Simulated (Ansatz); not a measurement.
## Yb: single point with PBE

Crystal: Yb.

```
CELL_PARAMETERS angstrom
3.87990 0.00000 0.00000
-1.93995 3.36009 0.00000
0.00000 0.00000 6.38590
ATOMIC_POSITIONS crystal
Yb 0.66667 0.33333 0.75000
Yb 0.33333 0.66667 0.25000
```

This isn't the form of Yb at room conditions, which is fcc.

```json
{"Program": "Ansatz 0.2.0", "Task": "single point", "Functional": "PBE", "Potentials or basis": "Ansatz PAW", "Cutoff": "420 eV (not typed: the program's choice for these potentials)", "k mesh": "8 × 8 × 4", "Occupations": "fermi-dirac, width 0.05 eV", "Spin": "no spin polarisation"}
```

```
Pressure               : -2.2 GPa
Band gap on the k mesh : none (metal or under the smearing width)
```

Stress tensor (GPa, compression positive):
```
-2.19  0.00  0.00
 0.00 -2.19  0.00
 0.00  0.00 -2.11
```

Levels at points of the mesh, in eV from the Fermi level:
```tsv
k point	band 21	band 22	band 23	band 24	band 25	band 26	band 27	band 28
(0.00, 0.00, 0.00)	-0.32	-0.32	-0.30	-0.30	0.09	2.67	2.72	2.72
(0.00, 0.00, -0.50)	-0.31	-0.31	-0.30	-0.30	1.47	1.47	2.71	2.71
(0.00, -0.50, 0.00)	-0.32	-0.31	-0.30	-0.29	0.05	0.24	1.55	2.19
(0.00, -0.50, -0.50)	-0.32	-0.32	-0.31	-0.31	0.30	0.30	1.55	1.55
```

Wall time 3 s on 2 threads of Arm Neoverse V1 (shared host), peak memory 0.36 GiB.

Spin-orbit coupling is left out, which matters for the levels of Yb. Spin polarisation is off, so any magnetic state and its effect on volume and gap are missing.
